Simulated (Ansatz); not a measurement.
WS2:

```xyz
3
Lattice="1.5790 0.9116 6.1633 -1.5790 0.9116 6.1633 0.0000 -1.8233 6.1633" Properties=species:S:1:pos:R:3 pbc="T T T"
W     0.0000    0.0000    0.0000
S     0.0000    0.0000    7.7473
S     0.0000    0.0000    4.6170
```

Measurements of this composition are mostly on another form, of space group No. 194.

Program: Ansatz 0.2.0. Alike in all runs: cell as given; k mesh 10 × 10 × 10.

Problem. Order these runs on this cell by their pressure, lowest first.
A. level PBE+U; potentials or basis Ansatz PAW; spin off; U W d U = 2 eV; cutoff (eV) 420; smearing methfessel-paxton 0.025 eV; double counting fll; hubbard projectors all-electron-atomic
B. level revPBE; potentials or basis Ansatz PAW; spin SOC, no magnetisation; cutoff (eV) 420; smearing gaussian 0.05 eV
C. level revPBE+D3(BJ)+U; potentials or basis PseudoDojo standard (PBE files); spin SOC, no magnetisation; U W d U = 3 eV; cutoff (eV) 1007; smearing fermi-dirac 0.05 eV; double counting amf; hubbard projectors ortho-atomic (the default)

Solution. C (-1.2 GPa), A (2.3 GPa), B (6.5 GPa).

Caveats: the potentials were made for another functional, which shifts forces and pressure (some runs); the PAW data sets come from PBE, with cores solved anew for the run's functional, which leaves a small shift of forces and pressure (some runs).
